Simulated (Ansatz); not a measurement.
Here is an Ansatz 0.2.0 calculation.

input.yaml

```yaml
crystal:
  lattice:
    - [3.811, 0.0, 0.0]
    - [-1.9055, 3.3004228138, 0.0]
    - [0.0, 0.0, 6.234]
  atoms:
    - { symbol: Zn, position: [0.6666666667, 0.3333333333, 0.5] }
    - { symbol: Zn, position: [0.3333333333, 0.6666666667, 0.0] }
    - { symbol: S, position: [0.6666666667, 0.3333333333, 0.885] }
    - { symbol: S, position: [0.3333333333, 0.6666666667, 0.385] }
hamiltonian:
  xc: blyp
  pseudopotentials: { kind: paw }
  dispersion: d4
kpoints:
  mp_grid: { grid: [8, 8, 5] }
scf:
  occupations: { method: fermi_dirac, width: 0.05 }
output:
  forces: true
  stress: true
  write_density: true
  write_potential: true
  elf: true
  volumetric_format: npy
relax:
  f_tol: 0.01
  max_steps: 40
  cell: { stress_tol: 0.05 }
```

Potentials or basis: Ansatz PAW.

Launch:

```console
$ ansatz run input.yaml --threads 2 --pin off --max-ram 5632MiB --backend cpu --events-out ev --progress --plain --runs-dir out
```

**Question.** What does it give for the space group after relaxing (to 0.05 Å)?

**Answer.** P6_3mc (No. 186).

**Question.** Predict the relaxed cell.

**Answer.** a = 3.812 Å, b = 3.812 Å, c = 6.277 Å, α = 90.00°, β = 90.00°, γ = 120.00°.

**Question.** What does it give for the band gap on the k mesh?

**Answer.** 2.14 eV, direct.

**Question.** Estimate the relaxed volume.

**Answer.** 19.75 Å³/atom.

Final structure:
```
Zn S
1.0
     3.81234    0.00000    0.00000
    -1.90617    3.30158    0.00000
     0.00000    0.00000    6.27738
Zn S
2 2
Direct
  0.66667 0.33333 0.50589
  0.33333 0.66667 0.00589
  0.66667 0.33333 0.87911
  0.33333 0.66667 0.37911
```

Caveat: odd divisions of the mesh miss points on the zone boundary, where band edges often lie, so the gap on the mesh can be too wide; the plane-wave basis is chosen anew once the cell has moved, so the energies of steps on either side of that aren't comparable; the PAW data sets come from PBE, with cores solved anew for the run's functional, which leaves a small shift of forces and pressure. Expect the measured gap to be larger: semilocal functionals such as BLYP lack the derivative discontinuity.
